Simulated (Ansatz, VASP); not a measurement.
# LiH: VASP beside Ansatz

One calculation is typed for both programs; each brings its own data sets and cutoff. How far apart do they land? The cell is taken from a series of VASP runs on this material, whose earlier steps may have relaxed, scaled or displaced it; both programs get it as it stands.

Calculated with Ansatz 0.2.0; plane waves, with VASP 6.6.1 beside it; relaxation of cell and atoms at LDA.

**1. Set-up**

It takes space group Fm-3m (No. 225, cubic). The conventional cell has a = 3.899 Å, b = 3.899 Å, c = 3.899 Å, α = 90.00°, β = 90.00°, γ = 90.00°. Nearest to Li lie 6 H at 1.95 Å. Nearest to H lie 6 Li at 1.95 Å. Farther neighbours are not listed.

**2. VASP: relaxation of cell and atoms, LDA**

The relaxed volume is the usual yardstick between codes: its relative difference is about their pressure difference at one cell divided by the bulk modulus.

Lines of VASP's logs that name or quote its potential files are left out, and so is its time.

INCAR reads:

```
SYSTEM = LiH
PREC = Accurate
ENCUT = 650
EDIFF = 1E-06
NELM = 100
ISMEAR = 0
SIGMA = 0.03
LREAL = .FALSE.
ALGO = Normal
GGA = CA
NBANDS = 8
LORBIT = 11
LWAVE = .FALSE.
LCHARG = .FALSE.
KPAR = 4
IBRION = 2
NSW = 50
ISIF = 3
EDIFFG = -0.01
```

POSCAR reads:

```
LiH
1.0
    0.0000000000      1.9494644931      1.9494644931
    1.9494644931      0.0000000000      1.9494644931
    1.9494644931      1.9494644931      0.0000000000
Li H
1 1
Direct
    0.0000000000      0.0000000000      0.0000000000
    0.5000000000      0.5000000000      0.5000000000
```

KPOINTS reads:

```
Automatic mesh
0
Gamma
10 10 10
0 0 0
```

The projector-augmented-wave data sets are Li_sv and H (LDA family, release 64).

Launch:

```bash
mpirun -np 4 vasp_std
```

Numbers of over 12 decimals in the logs are rounded to 6 here.

What it wrote:

```text
[banner, memory and clock lines left out]
running    4 mpi-ranks, on    1 nodes
 distrk:  each k-point on    1 cores,    4 groups
 distr:  one band on    1 cores,    1 groups

 POSCAR found type information on POSCAR LiH
 POSCAR found :  2 types and       2 ions
 LDA part: xc-table for (Slater(with rela. corr.)+CA(PZ))
 , standard interpolation
 POSCAR, INCAR and KPOINTS ok, starting setup
 FFT: planning ... GRIDC
 FFT: planning ... GRID_SOFT
 FFT: planning ... GRID
 WAVECAR not read
 entering main loop
       N       E                     dE             d eps       ncg     rms          rms(c)
DAV:   1    -0.281902181071E+01   -0.28190E+01   -0.18272E+03   760   0.535E+02
DAV:   2    -0.672527219463E+01   -0.39063E+01   -0.39063E+01  1088   0.507E+01
DAV:   3    -0.675588805178E+01   -0.30616E-01   -0.30616E-01   904   0.472E+00
DAV:   4    -0.675609357444E+01   -0.20552E-03   -0.20552E-03  1128   0.275E-01
DAV:   5    -0.675609454708E+01   -0.97264E-06   -0.97264E-06   976   0.122E-02    0.286E+00
DAV:   6    -0.656180165853E+01    0.19429E+00   -0.17301E-01   888   0.136E+00    0.142E+00
DAV:   7    -0.649550045526E+01    0.66301E-01   -0.21133E-01  1016   0.164E+00    0.209E-01
DAV:   8    -0.649621060534E+01   -0.71015E-03   -0.29268E-03   856   0.404E-01    0.473E-02
DAV:   9    -0.649614267357E+01    0.67932E-04   -0.23868E-04  1056   0.682E-02    0.398E-03
DAV:  10    -0.649614261036E+01    0.63213E-07   -0.44601E-06   896   0.180E-02
   1 F= -.64961426E+01 E0= -.64961426E+01  d E =-.649614E+01
 curvature:   0.00 expect dE= 0.000E+00 dE for cont linesearch  0.000E+00
 trial: gam= 0.00000 g(F)=  0.229E-66 g(S)=  0.219E-05 ort = 0.000E+00 (trialstep = 0.100E+01)
 search vector abs. value=  0.219E-05
 reached required accuracy - stopping structural energy minimisation
```

OUTCAR, selected parts (step 2):

```text
ion  position               nearest neighbor table
   1  0.000  0.000  0.000-
   2  0.500  0.500  0.500-

  LATTYP: Found a face centered cubic cell.
 ALAT       =     3.8989289862

 Subroutine GETGRP returns: Found 48 space group operations
 (whereof 48 operations were pure point group operations)

The static configuration has the point symmetry O_h .

 Found     47 irreducible k-points:

   k-points           NKPTS =     47   k-points in BZ     NKDIM =     47   number of bands    NBANDS=      8

   dimension x,y,z NGX =    24 NGY =   24 NGZ =   24
   dimension x,y,z NGXF=    48 NGYF=   48 NGZF=   48

   ENCUT  =  650.0 eV  47.77 Ry    6.91 a.u.   5.73  5.73  5.73*2*pi/ulx,y,z

   NELECT =       4.0000    total number of electrons

 k-points in reciprocal lattice and weights: Automatic mesh
   0.00000000  0.00000000  0.00000000       0.001
   0.10000000  0.00000000  0.00000000       0.008
   0.20000000  0.00000000  0.00000000       0.008
   0.30000000  0.00000000  0.00000000       0.008
   0.40000000  0.00000000  0.00000000       0.008
   0.50000000  0.00000000  0.00000000       0.004
   0.10000000  0.10000000  0.00000000       0.006
   0.20000000  0.10000000  0.00000000       0.024
   0.30000000  0.10000000  0.00000000       0.024
[...]
-0.30000000  0.40000000  0.20000000       0.024
  -0.30000000  0.50000000  0.20000000       0.012

 average (electrostatic) potential at core
       1 -65.5354       2 -33.3044

 E-fermi :   0.9258

 k-point     1 :       0.0000    0.0000    0.0000
  band No.  band energies     occupation
      1     -42.7876      2.00000
      2      -5.2492      2.00000
      3      17.8516      0.00000
      4      18.8739      0.00000
      5      18.8739      0.00000
      6      18.8739      0.00000
      7      23.8738      0.00000
    ...

 k-point     2 :       0.1000    0.0000    0.0000
  band No.  band energies     occupation
      1     -42.7809      2.00000
      2      -5.0715      2.00000
      3      15.8871      0.00000
      4      18.2051      0.00000
      5      18.4621      0.00000
      6      18.4621      0.00000
      7      23.3085      0.00000
    ...

 k-point     3 :       0.2000    0.0000    0.0000
  band No.  band energies     occupation
      1     -42.7630      2.00000
      2      -4.5488      2.00000
      3      12.2742      0.00000
      4      16.9876      0.00000
      5      17.7942      0.00000
      6      17.7942      0.00000
      7      24.2173      0.00000
    ...

  Total        0.0054957      0.0054957      0.0054957     -0.0000000      0.0000000      0.0000000
  in kB        0.5942340      0.5942340      0.5942340     -0.0000000      0.0000000      0.0000000
  external PRESSURE =       0.5942340 kB  Pullay stress =       0.0000000 kB

  energy-cutoff  :      650.00
  volume of cell :       14.82
      direct lattice vectors                 reciprocal lattice vectors
     0.000000000  1.949464493  1.949464493    -0.256480691  0.256480691  0.256480691
     1.949464493  0.000000000  1.949464493     0.256480691 -0.256480691  0.256480691
     1.949464493  1.949464493  0.000000000     0.256480691  0.256480691 -0.256480691

 POSITION                                       TOTAL-FORCE (eV/Angst)
 -----------------------------------------------------------------------------------
      0.00000      0.00000      0.00000         0.000000      0.000000      0.000000
      1.94946      1.94946      1.94946         0.000000     -0.000000      0.000000
 -----------------------------------------------------------------------------------
    total drift:                                0.000000     -0.000000     -0.000000

  FREE ENERGIE OF THE ION-ELECTRON SYSTEM (eV)
  ---------------------------------------------------
  free  energy   TOTEN  =        -6.4961426104 eV

  energy  without entropy=       -6.4961426104  energy(sigma->0) =       -6.49614261

 reached required accuracy - stopping structural energy minimisation

 total charge
# of ion       s       p       d       tot
------------------------------------------
    1        2.025   0.090   0.000   2.115
    2        0.533   0.002   0.000   0.536
--------------------------------------------------
tot          2.559   0.092   0.000   2.651

[... 3 further parts left out ...]
```

CONTCAR:

```
LiH
   1.00000000000000
     0.0000000000000000    1.9494644931000000    1.9494644931000000
     1.9494644931000000    0.0000000000000000    1.9494644931000000
     1.9494644931000000    1.9494644931000000    0.0000000000000000
  Li              H
     1     1
Direct
     0.0000000000000000    0.0000000000000000    0.0000000000000000
     0.5000000000000000    0.5000000000000000    0.5000000000000000
```

The run keeps the 48 symmetry operations of its start, so it cannot find a distortion of lower symmetry.

**3. Ansatz: relaxation of cell and atoms, LDA**

Ansatz runs on its default PAW (the set named soft_2) files.

The same cell, functional (in two slightly different forms), mesh and smearing now go to Ansatz, which takes its cutoff from its data sets.

input.yaml reads:

```yaml
crystal:
  lattice:
    - [0.0, 1.9494644931, 1.9494644931]
    - [1.9494644931, 0.0, 1.9494644931]
    - [1.9494644931, 1.9494644931, 0.0]
  atoms:
    - { symbol: Li, position: [0.0, 0.0, 0.0] }
    - { symbol: H, position: [0.5, 0.5, 0.5] }
hamiltonian:
  xc: lda
  pseudopotentials: { kind: paw }
kpoints:
  mp_grid: { grid: [10, 10, 10] }
scf:
  occupations: { method: gaussian, width: 0.03 }
relax:
  f_tol: 0.01
  max_steps: 60
  cell: { stress_tol: 0.05 }
output:
  forces: true
  stress: true
```

Launch:

```bash
ansatz run input.yaml --threads 4 --pin off --max-ram 9216MiB --backend cpu --events-out ev --progress --plain --runs-dir out
```

What it wrote:

```text
Engine: ansatz 0.2.0, x86_64-unknown-linux-gnu
Pseudopotentials: kind: paw
Pseudopotential: Li, paw, valence charge 3, recommended cutoff 420 eV (normal), Li.paw.azcp
Pseudopotential: H, paw, valence charge 1, recommended cutoff 420 eV (normal), H.paw.azcp
Functional definition: SPW92
  exchange = slater_x
  correlation = pw_c
Crystal: 2 atoms, lattice volume = 14.818 Å³
Basis set: ecut = 420 eV, 283 PW (Γ)
Bands: 6, of which v1, the nominal top of the filled ones, is band 2 counted from 1 (1 counted from 0)
Symmetry: 48 space group operations
Space group: Fm-3m (ITA 225), of the structure as read, at distance tolerance 2.5e-5 Å
k-points: 47 of 1000
Non-local potential: Li, projectors of the file, l = 0: 3, l = 1: 2, l = 2: 1
Non-local potential: H, projectors of the file, l = 0: 2, l = 1: 1
PAW form: soft (Blöchl's): semilocal exchange-correlation on the pseudo side does not see the compensation charge
PAW one-centre angular grid: Li, 110 points (default); XC on 64 Gauss nodes
PAW one-centre angular grid: H, 110 points (default); XC on 64 Gauss nodes
Initial density: superposition of atomic densities (neutral atoms: chi_scale 0, normalization atom), corrected by the library's trained network
Initial wavefunctions: pseudopotential atomic-orbital guess
Functional: x = slater, c = lda
SCF iter   1: F=—  HF=-218.224294 eV  |F-HF|=—  |Δ(HF+E_count)|=         —  Δρ=1.28e-2  dr2=1.47e-2  ethr=1.77e-3  ⟨swp⟩=4.3  Hψ=2247  notcnv=0
preconditioner: auto → none  [insulator: Δε(μ)=2.401 eV  Ē_g=14.566 eV  σ=0.030 eV  W_gap=1.00  n_scr=0 (ndim 8)  ℏωp=13.6 eV  f_vac=0.000  D(μ)=0.00/eV (n_scr^D=0)  ε∞_Penn≈1.9]
SCF iter   2: F=—  HF=-218.215685 eV  |F-HF|=—  |Δ(HF+E_count)|=   8.61e-3  Δρ=4.55e-3  dr2=1.73e-3  ethr=3.67e-4  ⟨swp⟩=1.9  Hψ=736  notcnv=0
SCF iter   3: F=—  HF=-218.214332 eV  |F-HF|=—  |Δ(HF+E_count)|=   1.35e-3  Δρ=1.67e-4  dr2=2.46e-6  ethr=4.33e-5  ⟨swp⟩=2.3  Hψ=515  notcnv=0
SCF iter   4: F=—  HF=-218.214332 eV  |F-HF|=—  |Δ(HF+E_count)|=   2.26e-7  Δρ=2.21e-5  dr2=4.38e-8  ethr=6.16e-8  ⟨swp⟩=2.0  Hψ=375  notcnv=0
iter 5 did not close the SCF: its close was put off for the readings that it lacked (scf_convergence_deferred on its scf_iter line)
SCF iter   5: F=-218.214332 eV  HF=-218.214332 eV  |F-HF|=2.33e-10  |Δ(HF+E_count)|=   1.64e-8  Δρ=3.48e-6  dr2=1.37e-9  ethr=1.09e-9  ⟨swp⟩=1.2  Hψ=290  notcnv=0
SCF iter   6: F=-218.214332 eV  HF=-218.214332 eV  |F-HF|=2.84e-13  |Δ(HF+E_count)|=  6.47e-11  Δρ=7.44e-8  dr2=3.87e-13  ethr=3.43e-11  ⟨swp⟩=1.4  Hψ=754  notcnv=0
SCF 1 converged in 6 iterations: F = -218.214332 eV  dr2 = 3.87e-13
  greatest PAW one-centre occupation: 1.000 electrons in one spin orbital (limit 2), on the Li atom at site 0 (counted from 0), in its partial waves of l = 0
relax step   1: F+E_penalty+E_count = -218.21433220 eV  Δ(F+E_penalty+E_count) = +0.000e0 eV  max|allowed force component| = 2.375e-30 eV/Å  Δτ_max = 0.0000 Å  P = +0.317 GPa  Ω = 14.818 Å³  (6 SCF iters, dr2 threshold 1.00e-7 eV, accepted)
[...]
relax step   2: F+E_penalty+E_count = -218.21437522 eV  Δ(F+E_penalty+E_count) = -4.303e-5 eV  max|allowed force component| = 1.366e-31 eV/Å  Δτ_max = 0.0000 Å  P = +0.114 GPa  Ω = 14.890 Å³  energy of the carried Pulay correction = -5.410e-5 eV  (3 SCF iters, dr2 threshold 2.00e-7 eV, accepted)
[...]
relax step   3: F+E_penalty+E_count = -218.21435942 eV  Δ(F+E_penalty+E_count) = +1.580e-5 eV  max|allowed force component| = 2.434e-31 eV/Å  Δτ_max = 0.0000 Å  P = +0.001 GPa  Ω = 14.931 Å³  energy of the carried Pulay correction = -8.451e-5 eV  (3 SCF iters, dr2 threshold 3.25e-8 eV, accepted)
[...]
relax step   4: F+E_penalty+E_count = -218.21445015 eV  Δ(F+E_penalty+E_count) = -9.072e-5 eV  max|allowed force component| = 2.404e-31 eV/Å  Δτ_max = 0.0000 Å  P = +0.005 GPa  Ω = 14.931 Å³  stress off target by 5.08e-3 GPa  SCF on the basis re-selected at this cell (its energy is not comparable with the rows above)  (3 SCF iters)
basis re-selected at this cell: Δ(F+E_penalty+E_count) = -9.072e-5 eV, ΔP = +0.004 GPa vs the last step (what re-selecting the basis moved, of the pressure what is left beyond the Pulay correction that the steps carried, after the strain that the cell walked since its last selection, with what the two solves' SCF thresholds leave and, on support functions, any second-order correction that the steps lacked; it is no m [...]
SCF converged after 3 iterations
Free energy (F): -218.214450 eV
Harris-Foulkes:  -218.214450 eV  (|F-HF|=1.19e-11)
Internal energy: -218.214450 eV  (E = F + TS)
E sigma→0 (E₀):  -218.214450 eV
Fermi energy:    2.413205 eV
--- Per-component energies (eV) ---
  E_band       = -87.319516
  E_kinetic    = 36.069800
  E_local      = -120.824253  (includes V_loc(G=0)·N_el)
  E_nonlocal   = -31.567596
  E_hartree    = 33.582352
  E_xc         = -19.984448
  E_vxc        = -26.070915  (∫ρ·V_xc dr)
  E_paw        = -18.995226  (= ΣΔE_a)
  E_vpaw       = -12.090157  (= ΣTr[D̂ρ^β])
  E_aug_tail   = -0.001098  (compensation charges beyond the density's cutoff)
  E_ewald      = -96.493980
  E_smearing   = -0.000000  (= −TS)
  E_closure    = 0.000000  (closes the sum)
  Σ components = -218.214450   (vs F -218.214450, Δ=0.00e0)
--- Forces (eV/Å), atoms counted from 1 ---
  atom   1  Li    -0.00000000     0.00000000    -0.00000000
  atom   2  H      0.00000000    -0.00000000     0.00000000
  max |Σ_I F_I| component: 4.07e-31 eV/Å
--- Stress (GPa, compression-positive) ---
        0.005084       0.000000       0.000000
        0.000000       0.005084       0.000000
       -0.000000       0.000000       0.005084
  P = ⅓ Tr σ = 0.0051 GPa (0.051 kbar)
--- Relaxed structure (3 steps of the walk, 3 accepted, 1 SCFs on fresh bases) ---
  F+E_penalty+E_count = -218.21445015 eV   max|allowed force component| = 2.404e-31 eV/Å   (the final SCF, on the basis selected at the relaxed cell)
  cell:  # Å, volume = 14.9305 Å³
    - [0, 1.954408, 1.954408]
    - [1.954408, 0, 1.954408]
    - [1.954408, 1.954408, 0]
  atoms:
    - { symbol: Li, position: [0, 0, 0] }
    - { symbol: H, position: [0.5, 0.5, 0.5] }
```

It took 0.71 s on 4 threads of Intel Xeon Platinum 8175M at 2.50GHz (Skylake/Cascade Lake), shared host; peak memory 0.34 GiB; 1.8 s of CPU time.

**4. Differences**

Known differences besides the potentials themselves: the two LDA forms differ slightly; both relaxations stop at a tolerance, which leaves soft axes loose, and VASP keeps its plane-wave basis; the cutoff is 420 eV in Ansatz and 650 eV in VASP; VASP's log shows a relativistic correction to its local exchange, Ansatz's none; Ansatz adds a Pulay correction to the stress that steers its cell, VASP none. Total energies have different zeros and are not compared.

Compared:

| quantity | Ansatz | VASP | difference |
| --- | --- | --- | --- |
| volume (Å³) | 14.93 | 14.82 | +0.76 % |
| edge a after relaxation, in the typed setting (Å) | 2.764 | 2.757 | +0.25 % |

The walks stopped with 0.01 GPa left in Ansatz and 0.06 GPa in VASP; each walk ends within a tolerance, so the volume difference is uncertain by about these residues over the bulk modulus, most in soft cells.

**5. Outcome**

```json
{
 "difference in volume (relaxation of cell and atoms, LDA)": "0.76 %"
}
```

In words: The difference in volume is 0.76 % (relaxation of cell and atoms, LDA), within the 1.2 % picked in this series as the mark of a large difference, as far as the stopping tolerances let one tell. How closely two codes agree says nothing of how well the functional describes the real material.

[Lines on the potential files, build, host, timing and source positions are cut from VASP's logs without a mark.]

[Logs are printed without paths, hosts, clocks, repeated set-up lines and the standing remarks that a program may print on its own settings, such as how far it seeks lower states.]

[Hosts, paths, dates, database ids (printed as entryN), source tags and the programs' standing remarks are cut or masked in the printed files.]
